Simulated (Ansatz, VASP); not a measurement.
# Ru: VASP beside Ansatz

INCAR

```
ALGO = Fast
EDIFF = 1E-7
ENCUT = 520
GGA = PE
ISIF = 2
ISMEAR = 0
LASPH = T
LCHARG = F
LREAL = F
LWAVE = F
NBANDS = 13
NELM = 80
PREC = Accurate
SIGMA = 0.15
```

KPOINTS

```
k-points
0
Gamma
  20 20 20
```

Contents of POSCAR:

```
Ru
1.0
   -0.0666779414      1.9431857201      1.9431857201
    1.9431857201     -0.0666779414      1.9431857201
    1.9431857201      1.9431857201     -0.0666779414
Ru
1
Direct
    0.0000000000      0.0000000000      0.0000000000
```

Input for Ansatz:

```yaml
crystal:
  lattice:
    - [-0.0666779414, 1.9431857201, 1.9431857201]
    - [1.9431857201, -0.0666779414, 1.9431857201]
    - [1.9431857201, 1.9431857201, -0.0666779414]
  atoms:
    - { symbol: Ru, position: [0.0, 0.0, 0.0] }
basis:
  ecutwfc: 420
kpoints:
  mp_grid: { grid: [20, 20, 20] }
hamiltonian:
  xc: pbe
scf:
  occupations: { method: gaussian, width: 0.15 }
output:
  forces: true
  stress: true
  eigenvalues: true
```

Change from the starting cell: equal engineering shear yz, xz and xy -0.0350, equal normal strain along x, y and z +0.0375.

Alike in both runs: task single point; functional PBE; k mesh 20 × 20 × 20; occupations gaussian, width 0.15 eV; no spin polarisation.

|  | VASP | Ansatz |
| --- | --- | --- |
| version | VASP 6.6.1 | Ansatz 0.2.0 |
| potentials or method | VASP PAW PBE potentials, release 64 (Ru_pv) | scalar-relativistic, plane waves, PAW |
| plane-wave cutoff (eV) | 520 | 420 |
| valence electrons in the cell | 14 | 16 |

|  | VASP | Ansatz | Ansatz less VASP |
| --- | --- | --- | --- |
| gap on the k mesh at the Fermi level (eV) | none | none | - |
| pressure (GPa) | -24.8 | -24.7 | +0.13 |
| largest component of the traceless stress (GPa) | 5.61 | 5.62 | +0.011 |

A gap of «none» marks a metal or a gap that the smearing closes. The two sets of potentials don't hold the same shells in valence.

Caveats: so large a pressure means that the cell lies far from this level's equilibrium, or that cutoff or potentials fall short (VASP).
